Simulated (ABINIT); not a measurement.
Here is an ABINIT 10.8.3 (patched build) calculation.

run.abi

```
pp_dirpath "./"
pseudos "Sb.GGA_PBE-JTH.xml"

acell 3.3534433337 3.3534433337 3.3534433337 Angstrom
rprim
     0.0000000000     0.7071067812     0.7071067812
     0.7071067812     0.0000000000     0.7071067812
     0.7071067812     0.7071067812     0.0000000000
ntypat 1
znucl 51
natom 1
typat 1
xred
     0.0000000000     0.0000000000     0.0000000000
chkprim 0
chksymtnons 0
tolsym 1.0e-6

ecut 16.0
pawecutdg 32.0
pawxcdev 0

kptopt 1
ngkpt 10 10 10
nshiftk 1
shiftk 0.0 0.0 0.0

ixc -116133

nband 12
occopt 3
tsmear 0.05 eV

nstep 100
tolvrs 1.0e-9

iomode 3
prtwf 0
prtden 0
prteig 0
prtebands 0
enunit 1

ionmov 22
ntime 60
tolmxf 0.0001
optcell 2
dilatmx 1.08
ecutsm 0.5
```

Potentials or basis: JTH PAW PBE v2.0.

The run is started by

```console
$ abinit run.abi > log 2>&1
```

(1) Predict the relaxed cell.

(2) Estimate the band gap on the k mesh.

(3) Estimate the relaxed volume.

## Answers

(1) a = 3.332 Å, b = 3.332 Å, c = 3.332 Å, α = 60.00°, β = 60.00°, γ = 60.00°.

(2) none (metal or under the smearing width).

(3) 26.15 Å³/atom.

Caveat: the PAW data sets were made with another functional, which shifts forces and pressure a little.
